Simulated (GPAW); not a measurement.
# Nb3Sn (Pm-3n) in GPAW: notebook

Aim: see how the results for Nb3Sn move with the level of theory and the settings. Levels: LDA, PBE. Tasks: equation of state.

Program: GPAW 26.7.0. These are calculated values, not measurements. Logs are shortened: lines on timing, memory, paths and dates and some standing lists are left out, and cuts for length are marked. The log counts tension as positive stress, the text compression.

### 1 The structure

It takes space group Pm-3n (No. 223, cubic). Conventional cell: a = 5.282 Å, b = 5.282 Å, c = 5.282 Å, α = 90.00°, β = 90.00°, γ = 90.00°. Sn (site symmetry m-3) has 12 Nb at 2.95 Å as nearest neighbours. Nb (site symmetry -4m2) is surrounded by 2 Nb at 2.64 Å and 4 Sn at 2.95 Å.

### 2 Equation of state, LDA

Input file run.py:

```python
from ase import Atoms
from ase.eos import EquationOfState
from ase.io import Trajectory
from ase.units import GPa
from gpaw import GPAW, PW

atoms = Atoms(['Sn', 'Sn', 'Nb', 'Nb', 'Nb', 'Nb', 'Nb', 'Nb'],
              cell=[[5.2821, 0.0, 0.0],
                    [0.0, 5.2821, 0.0],
                    [0.0, 0.0, 5.2821]],
              scaled_positions=[[0.5, 0.5, 0.5],
                                [0.0, 0.0, 0.0],
                                [0.0, 0.5, 0.25],
                                [0.0, 0.5, 0.75],
                                [0.5, 0.25, 0.0],
                                [0.75, 0.0, 0.5],
                                [0.5, 0.75, 0.0],
                                [0.25, 0.0, 0.5]],
              pbc=True)

traj = Trajectory('eos.traj', 'w')
volumes, energies = [], []
for x in [0.94, 0.96, 0.98, 1.0, 1.02, 1.04, 1.06]:
    a = atoms.copy()
    a.set_cell(atoms.cell * x**(1 / 3), scale_atoms=True)
    calc = GPAW(mode=PW(600),
                xc='LDA',
                kpts={'size': (4, 4, 4), 'gamma': True},
                occupations={'name': 'fermi-dirac', 'width': 0.05},
                nbands=88,
                convergence={'density': 1e-05, 'energy': 1e-05},
                maxiter=150,
                txt=f'eos-{x:.2f}.txt')
    a.calc = calc
    energies.append(a.get_potential_energy(force_consistent=True))
    volumes.append(a.get_volume())
    p = -a.get_stress()[:3].mean() / GPa
    calc.write(f'eos-{x:.2f}.gpw')
    traj.write(a)
    print(f'{x:.2f} {volumes[-1]:10.4f} A^3 {energies[-1]:14.6f} eV {p:9.3f} GPa', flush=True)

v0, e0, B = EquationOfState(volumes, energies, eos='birchmurnaghan').fit()
print(f'V0 = {v0:.4f} A^3, E0 = {e0:.6f} eV, B0 = {B / GPa:.2f} GPa')
```

Potentials or basis: the program's PAW data sets (release 1.2.1) made for this functional, pw.

On the command line:

```
$ OMP_NUM_THREADS=1 python run.py
```

The log of the run:

```text
__  _  _
 | _ |_)|_||  |
 |__||  | ||/\| - 26.7.0

Input parameters:
  mode=PW(ecut=600.0),
  convergence={'density': 1e-05, 'energy': 1e-05},
  kpts=MonkhorstPack(size=(4, 4, 4), gamma=True),
  maxiter=150,
  nbands=88,
  occupations=Occupations(name='fermi-dirac', width=0.05),
  xc=XC(name='LDA')

Diagonalizing LCAO Hamiltonian
Converting LCAO to pw mode
    .------------.
   /|            |
  / |            |
 *Nb|            |
 |  |            |
 |  |    Sn      |
 |NbNb-----Nb----.
 | /      Nb    /
 |/     Nb     /
 Sn-----------*

Atoms  # Å, Bohr magnetons
|   | symbol |        x |        y |        z |    initial magnetic moments |
|---|--------|----------|----------|----------|-----------------------------|
| 0 |     Sn | 2.587136 | 2.587136 | 2.587136 | ( 0.0000,  0.0000,  0.0000) |
| 1 |     Sn | 0.000000 | 0.000000 | 0.000000 | ( 0.0000,  0.0000,  0.0000) |
| 2 |     Nb | 0.000000 | 2.587136 | 1.293568 | ( 0.0000,  0.0000,  0.0000) |
| 3 |     Nb | 0.000000 | 2.587136 | 3.880704 | ( 0.0000,  0.0000,  0.0000) |
| 4 |     Nb | 2.587136 | 1.293568 | 0.000000 | ( 0.0000,  0.0000,  0.0000) |
| 5 |     Nb | 3.880704 | 0.000000 | 2.587136 | ( 0.0000,  0.0000,  0.0000) |
| 6 |     Nb | 2.587136 | 3.880704 | 0.000000 | ( 0.0000,  0.0000,  0.0000) |
| 7 |     Nb | 1.293568 | 0.000000 | 2.587136 | ( 0.0000,  0.0000,  0.0000) |

Unit cell  # Å
| periodic |        x |        y |        z |  lengths |    angles |
|----------|----------|----------|----------|----------|-----------|
|      yes | 5.174272 | 0.000000 | 0.000000 | 5.174272 | 90.000000 |
|      yes | 0.000000 | 5.174272 | 0.000000 | 5.174272 | 90.000000 |
|      yes | 0.000000 | 0.000000 | 5.174272 | 5.174272 | 90.000000 |

Number of symmetries: 24
Symmetry operations  # r_c * U_cc + t_c -> r_c
|    | kind |            matrix            |
|----|------|------------------------------|
|  0 |  E   |  1, 0, 0,  0, 1, 0,  0, 0, 1 |
|  1 |  σ   |  1, 0, 0,  0, 1, 0,  0, 0,-1 |
|  2 |  σ   |  1, 0, 0,  0,-1, 0,  0, 0, 1 |
|  3 |  C2  |  1, 0, 0,  0,-1, 0,  0, 0,-1 |
|  4 |  C3  |  0, 1, 0,  0, 0, 1,  1, 0, 0 |
|  5 |  S6  |  0, 1, 0,  0, 0, 1, -1, 0, 0 |
|  6 |  S6  |  0, 1, 0,  0, 0,-1,  1, 0, 0 |
|  7 |  C3  |  0, 1, 0,  0, 0,-1, -1, 0, 0 |
|  8 |  C3  |  0, 0, 1,  1, 0, 0,  0, 1, 0 |
|  9 |  S6  |  0, 0, 1,  1, 0, 0,  0,-1, 0 |
| 10 |  S6  |  0, 0, 1, -1, 0, 0,  0, 1, 0 |
| 11 |  C3  |  0, 0, 1, -1, 0, 0,  0,-1, 0 |
| 12 |  S6  |  0, 0,-1,  1, 0, 0,  0, 1, 0 |
| 13 |  C3  |  0, 0,-1,  1, 0, 0,  0,-1, 0 |
| 14 |  C3  |  0, 0,-1, -1, 0, 0,  0, 1, 0 |
| 15 |  S6  |  0, 0,-1, -1, 0, 0,  0,-1, 0 |
| 16 |  S6  |  0,-1, 0,  0, 0, 1,  1, 0, 0 |
| 17 |  C3  |  0,-1, 0,  0, 0, 1, -1, 0, 0 |
| 18 |  C3  |  0,-1, 0,  0, 0,-1,  1, 0, 0 |
| 19 |  S6  |  0,-1, 0,  0, 0,-1, -1, 0, 0 |
| 20 |  σ   | -1, 0, 0,  0, 1, 0,  0, 0, 1 |
| 21 |  C2  | -1, 0, 0,  0, 1, 0,  0, 0,-1 |
| 22 |  C2  | -1, 0, 0,  0,-1, 0,  0, 0, 1 |
| 23 |  i   | -1, 0, 0,  0,-1, 0,  0, 0,-1 |

BZ-sampling:
  Number of BZ points: 64
  Number of IBZ points: 11

  Monkhorst-Pack size: [4, 4, 4]
  Monkhorst-Pack shift: [0.125, 0.125, 0.125]

K-points  # in reciprocal-cell coordinates
|     |                                coordinates |     weight |
|-----|--------------------------------------------|------------|
|   0 | (  0.00000000,   0.00000000,   0.00000000) | 0.01562500 |
|   1 | (  0.25000000,   0.00000000,   0.00000000) | 0.09375000 |
|   2 | (  0.25000000,   0.25000000,   0.00000000) | 0.18750000 |
|   3 | (  0.25000000,   0.25000000,   0.25000000) | 0.12500000 |
|   4 | (  0.50000000,   0.00000000,   0.00000000) | 0.04687500 |
|   5 | (  0.50000000,   0.00000000,   0.25000000) | 0.09375000 |
|   6 | (  0.50000000,   0.25000000,   0.00000000) | 0.09375000 |
|   7 | (  0.50000000,   0.25000000,   0.25000000) | 0.18750000 |
|   8 | (  0.50000000,   0.50000000,   0.00000000) | 0.04687500 |
|   9 | (  0.50000000,   0.50000000,   0.25000000) | 0.09375000 |
| ... |                                            |            |
|  10 | (  0.50000000,   0.50000000,   0.50000000) | 0.01562500 |

Plane wave coefficients: 4680
Cutoff: 600.0 eV

Spin-components: 1 (collinear spins)
Bands:           88
Projectors:      48
Spin-degeneracy: 2
Datatype:        complex128

Parallelization:
  kpt:    1
  domain: 1
  band:   1

Density:
  Valence electrons: 106.0
  Components: 1
  Grid points: [30 30 30]
  Charge: 0.0  # |e|

Potential:
  Grid points: [30 30 30]

species:
  Sn:
    name:    Tin
    Z:       50.0
    valence: 14
    core:    36
    charge:  0.0  # [|e|]
    compensation charges:
      type: gauss
      rc: 0.38  # [Å]
      lmax: 2
    cutoffs:
      filter: 2.23  # [Å]
      core: 2.35  # [Å]
    projectors
    | kind |    occ | energy [eV] | rcut [Å] |
    |------|--------|-------------|----------|
    |   5s |  2.000 |     -10.799 |    1.201 |
    |   5p |  2.000 |      -3.869 |    1.270 |
    |   4d | 10.000 |     -25.910 |    1.185 |
    |    s |        |      16.413 |    1.201 |
    |    p |        |      23.342 |    1.270 |
    |    d |        |       1.302 |    1.185 |

    Using partial waves for Sn as LCAO basis

  Nb:
    name:    Niobium
    Z:       41.0
    valence: 13
    core:    28
    charge:  0.0  # [|e|]
    compensation charges:
      type: gauss
      rc: 0.40  # [Å]
      lmax: 2
    cutoffs:
      filter: 2.35  # [Å]
      core: 1.51  # [Å]
    projectors
    | kind |    occ | energy [eV] | rcut [Å] |
    |------|--------|-------------|----------|
    |   4s |  2.000 |     -58.430 |    1.323 |
    |   5s |  1.000 |      -4.193 |    1.323 |
    |   4p |  6.000 |     -34.616 |    1.323 |
    |   5p |  0.000 |      -1.221 |    1.323 |
    |   4d |  4.000 |      -3.208 |    1.244 |
    |    d |        |      24.003 |    1.244 |

    Using partial waves for Nb as LCAO basis

Reference energy: -958504.353973  # eV

eigensolver:
  PPCG
  Converge bands: occupied
  niter=2

density mixing:
  MSR1-Mixer
  Pratt-step length: 0.05
  Maximum mixing coefficient: 0.75
  Old densities: 10
  SVD Regularization: 0.005
  Good broyden scale: 1.0
  Trust region scale: 1.0
  Backstep threshold: 4.0
  History deletion threshold: 6.0
  Fourier metric: weight=20.0, sigma=0.015

occupation numbers:
  Fermi-Dirac:
    width: 0.0500  # eV

poisson solver:
  ecut: 4800.0  # eV

xc functional:
  name: None

convergence criteria:
- Maximum integral of absolute [dens]ity change: 1e-05 electrons / valence electron
- Maximum [total energy] change in last 3 cyles: 1e-05 eV / valence electron
- Maximum integral of absolute [eigenst]ate change: 4e-08 eV^2 / valence electron
maximum number of iterations: 150

SCF iterations
|iter     | |      energy | eigst |  dens |
|---------|-|-------------|-------|-------|
|iter:   1| |  -83.725234 | +0.37 |       |
|iter:   2| |  -83.199464 | -1.71 | -1.13 |
|iter:   3| |  -80.511755 | -0.83 | -1.15 |
|iter:   4| |  -79.973099 | -1.80 | -1.67 |
|iter:   5| |  -79.962378 | -3.40 | -2.12 |
|iter:   6| |  -79.962560 | -3.79 | -2.47 |
|iter:   7| |  -79.962610c| -5.27 | -3.56 |
|iter:   8| |  -79.962616c| -6.14 | -4.09 |
|iter:   9| |  -79.962617c| -6.96 | -4.33 |
|iter:  10| |  -79.962617c| -7.48c| -4.86 |
|iter:  11| |  -79.962617c| -8.20c| -5.92c|

Converged in 11 steps
Energy contributions relative to reference atoms: (reference = -958504.353973)

Energy contributions:
  Kinetic:          31.547704
  Coulomb:         -46.737186
  Zero:             -0.482869
  External:          0.000000
  Xc:              -64.245419
  Entropy:          -0.089693
  Spinorbit:         0.000000
  ----------------------------
  Free energy:     -80.007464
  Extrapolated:    -79.962617

dipole moment: (-55.461068, -55.461068, -55.461068)  # |e|*Ang

Fermi level: 11.856
Eigenvalues  # (at kpt = [0.000, 0.000, 0.000])
| band index |      eig [eV] | occ [0-2] |
|------------|---------------|-----------|
|          0 |       -42.525 |     2.000 |
|        ... |               |           |
|         46 |         9.963 |     2.000 |
|         47 |         9.963 |     2.000 |
|         48 |        10.290 |     2.000 |
|         49 |        11.255 |     2.000 |
|         50 |        11.255 |     2.000 |
|         51 |        11.255 |     2.000 |
[... 8 lines left out ...]
|         60 |        15.853 |     0.000 |
|         61 |        15.853 |     0.000 |
|        ... |               |           |
|         87 |        25.116 |     0.000 |

No gap
No difference between direct/indirect transitions

Stress tensor  # eV/Ang^3
|         x |         y |         z |
|-----------|-----------|-----------|
| -0.022095 |  0.000000 |  0.000000 |
|  0.000000 | -0.022095 |  0.000000 |
|  0.000000 |  0.000000 | -0.022095 |

# Writing to eos-0.94.gpw (mode='')
```

It took 13 min on 1 thread of Arm Neoverse V1, shared host; peak memory 0.61 GiB.

Results:

```
Equilibrium volume                      : 17.65 Å³/atom
Bulk modulus                            : 184 GPa
Pressure derivative of the bulk modulus : 4.2
```

Energy against volume, from the lowest point:
```
volume (Å³/atom)  energy (meV/atom)
          17.316               3.60
          17.685               0.00
          18.053               5.13
          18.422              18.12
          18.790              38.16
          19.159              64.53
          19.527              96.59
```

LDA usually gives volumes a few per cent too small. Zero-point motion and thermal expansion aren't in these numbers.

### 3 Equation of state, PBE

Changes to run.py since step 2:

```diff
@@ -26,3 +26,3 @@
     calc = GPAW(mode=PW(600),
-                xc='LDA',
+                xc='PBE',
                 kpts={'size': (4, 4, 4), 'gamma': True},
```

Potentials or basis: GPAW PAW data sets (gpaw-data 1.2.1), pw.

On the command line:

```
$ OMP_NUM_THREADS=1 python run.py
```

It took 13 min on 1 thread of Arm Neoverse V1, shared host; peak memory 0.62 GiB.

Results (log left out):

* Equilibrium volume: 18.70 Å³/atom
* Bulk modulus: 161 GPa
* Pressure derivative of the bulk modulus: 4.1

Energy against volume, from the lowest point:
```
volume (Å³/atom)  energy (meV/atom)
          17.316              58.17
          17.685              30.04
          18.053              11.57
          18.422               1.86
          18.790               0.00
          19.159               5.30
          19.527              17.04
```

PBE usually gives volumes a little too large and moduli too small. Zero-point motion and thermal expansion aren't in these numbers.
